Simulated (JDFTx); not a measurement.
Cu:

```
Cu
1.0
     0.00000    1.80750    1.80750
     1.80750    0.00000    1.80750
     1.80750    1.80750    0.00000
Cu
1
Direct
  0.00000 0.00000 0.00000
```

```yaml
Program: JDFTx 1.7.0 (patched build)
Task: relaxation of cell and atoms
Functional: LDA
Potentials_or_basis: SG15-PBE-1.2 with smoothed tails
Cutoff: 1361 eV
Density_cutoff: 5442 eV
k_mesh: 6 × 6 × 6
Occupations: fermi-dirac, width 0.05 eV
Spin: no spin polarisation
```

At the start: pressure -14.1 GPa; volume 11.81 Å³/atom.

Problem. Where does the relaxation end?

Solution. Over 6 steps the energy falls by 48.9 meV/atom and the volume is 10.80 Å³/atom (-8.6 %); space group Fm-3m (No. 225, to 0.05 Å).

Step by step:
```
step  energy change (eV)  largest force (eV/Å)  pressure (GPa)  volume (Å³)
   1              0.0000                0.0000          -14.11        11.81
   2             -0.0176                0.0000          -11.70        11.59
   3             -0.0486                0.0000            1.36        10.72
   4             -0.0489                0.0000            0.00        10.80
   5             -0.0489                0.0000            0.00        10.80
   6             -0.0489                0.0000            0.00        10.80
```

Final structure:
```xyz
1
Lattice="0.0000 1.7542 1.7542 1.7542 0.0000 1.7542 1.7542 1.7542 0.0000" Properties=species:S:1:pos:R:3 pbc="T T T"
Cu    0.0000    0.0000    0.0000
```

Caveat: the k mesh is coarse (spacing up to 0.50 Å⁻¹), so the values aren't converged; the plane waves are those of the starting cell, so after so large a change of volume the result is rough; the potentials were made for another functional, which shifts forces and pressure.
